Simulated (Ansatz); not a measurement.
LiCl at 9 GPa: from Born charge to LO–TO splitting and polaron coupling

All numbers below come from DFT PBE, scalar-relativistic, plane waves, PAW in Ansatz. Settings: 420 eV plane-wave cutoff, Γ-centred 8×8×8 mesh, fixed occupations. No spin polarisation. Phonons by linear response, acoustic sum rule imposed.

The cell, relaxed at 9 GPa:
```cif
data_structure
_symmetry_space_group_name_H-M 'Fm-3m'
_symmetry_Int_Tables_number 225
_cell_length_a 4.8367
_cell_length_b 4.8367
_cell_length_c 4.8367
_cell_angle_alpha 90.000
_cell_angle_beta 90.000
_cell_angle_gamma 90.000
_cell_volume 113.15
loop_
_atom_site_label
_atom_site_type_symbol
_atom_site_symmetry_multiplicity
_atom_site_Wyckoff_symbol
_atom_site_fract_x
_atom_site_fract_y
_atom_site_fract_z
_atom_site_occupancy
Li1 Li 4 a 0.00000 0.00000 0.00000 1
Cl1 Cl 4 b 0.50000 0.00000 0.00000 1
```

Linear response gives ν_TO = 296.4 cm⁻¹, Born charges ±1.150 e (positive on Li) and ε∞ = 3.216. The primitive cell holds 28.287 Å³, and the masses are 6.940 and 35.450 amu.

Q: Find ν_LO and the static dielectric constant.

A: The long-wave field adds a restoring force: ω_LO² − ω_TO² = Z*²e²/(ε_vac ε∞ μV). In these units ν_LO² − ν_TO² = 4.92064×10⁷ Z*²/(μ V ε∞) cm⁻², with μ = m₁m₂/(m₁ + m₂) = 5.804 amu: 123287 cm⁻². So ν_LO = √(296.4² + 123287) = 459.5 cm⁻¹, and the run gives 459.5. Lyddane–Sachs–Teller then gives ε0 = ε∞ (ν_LO/ν_TO)² = 7.73, against 7.73 in the run (it forms both from the same three quantities, so the match checks the arithmetic only). Between ν_TO and ν_LO the dielectric function is negative and an undamped crystal reflects fully: a reststrahlen band from 21.8 to 33.7 μm.

Q: What do the Clausius–Mossotti polarisability and the Szigeti charge come to?

A: With the Lorentz local field, α = (3V/4π)(ε∞ − 1)/(ε∞ + 2) = 2.87 Å³ for the pair, and e_S = 3Z*/(ε∞ + 2) = 0.66 e. The Born charge includes the electrons' response to the dipole's own local field, and e_S takes that enhancement out. The Lorentz field assumes point-like polarisable ions, a fair picture at this small ε∞.

Q: How strongly does a slow electron couple to the LO mode?

A: For one isotropic parabolic band, Fröhlich's constant is α_F = (1/ε∞ − 1/ε0) √(m* Ry/ħω_LO), with Ry = 13.606 eV, ħω_LO = 57.0 meV and m* in free-electron masses: α_F = 0.1816 × 15.45 × √m* = 2.81 √m*. The band mass isn't part of this run; for m* = 0.1, 0.3 and 1 it gives 0.89, 1.54, 2.81. In weak coupling the polaron lies α_F ħω_LO below the band edge (88 meV at m* = 0.3) with a mass m*(1 + α_F/6); past α_F of about 5 or 6 that expansion fails. A semilocal functional's ε∞ tends to be too large, which taken alone lowers α_F.